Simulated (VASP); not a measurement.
The system is HfN.

```
Hf N
1.0
     0.00000    2.45482    2.45482
     2.45482    0.00000    2.45482
     2.45482    2.45482    0.00000
Hf N
1 1
Cartesian
  0.0000 0.0000 0.0000
  1.2274 1.2274 1.2274
```

The cell comes from a database or a generator and needn't be the stable form of this composition.

| Property | Result |
| --- | --- |
| Program | VASP 6.6.1 |
| Task | single point |
| Functional | PBEsol |
| Potentials or basis | VASP PAW PBE potentials, release 64 (Hf_pv, N) |
| Cutoff | 900 eV |
| k mesh | 12 × 12 × 12 |
| Occupations | gaussian, width 0.05 eV |
| Spin | no spin polarisation |

On this cell: pressure -5.8 GPa; largest force zero by symmetry; band gap on the k mesh none (metal or under the smearing width).

The same run follows on a disturbed copy (grid = ENCUT=900 k=12x12x12 ISMEAR=0 SIGMA=0.05 PREC=Accurate EDIFF=1e-08 LREAL=False ADDGRID=False LASPH=True; atoms moved at random, drawn with an rms of 0.1 Å):

```
Hf N
1.0
     0.00000    2.45482    2.45482
     2.45482    0.00000    2.45482
     2.45482    2.45482    0.00000
Hf N
1 1
Direct
  0.00139 0.99641 0.00847
  0.25602 0.28298 0.23203
```

What does the disturbed cell give?

The energy (extrapolated to zero smearing) moves by +38.6 meV/atom; pressure -4.4 GPa; largest force 1.475 eV/Å; band gap on the k mesh none (metal or under the smearing width).

Forces in eV/Å, atoms in the order of the input:
```
Hf   0.474 -0.718  1.198
N   -0.474  0.718 -1.198
```

Stress tensor (GPa, compression positive):
```
-4.24 -5.53  3.28
-5.53 -4.31 -2.18
 3.28 -2.18 -4.59
```

Caveats: the PAW data sets were made with another functional, which shifts forces and pressure a little.
